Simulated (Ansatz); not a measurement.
The system is CdS.

```
Cd S
1.0
     0.00000    2.75324    2.75324
     2.75324    0.00000    2.75324
     2.75324    2.75324    0.00000
Cd S
1 1
Cartesian
  0.0000 0.0000 0.0000
  2.7532 2.7532 2.7532
```

Measurements of this composition are mostly on another form, of space group No. 186.

Program: Ansatz 0.2.0. Alike in all runs: task single point; potentials or basis Ansatz PAW; cell as given; k mesh 4 × 4 × 4; smearing fermi-dirac 0.05 eV; the mesh is coarse, so values aren't converged.

Task: Order these runs on this cell by their pressure, lowest first.
A. level HSE06; spin SOC, no magnetisation; cutoff (eV) 420
B. level B3LYP; spin off; cutoff (eV) 420
C. level HF; spin off; cutoff (eV) 420
D. level r2SCAN50; spin off; cutoff (eV) 500

Result: D (-3.6 GPa), A (-1.9 GPa), B (1.9 GPa), C (4.8 GPa).

Caveats: all runs use coarse meshes; the PAW data sets come from PBE, with cores solved anew for the run's functional, which leaves a small shift of forces and pressure; the thresholds are loose for stress.
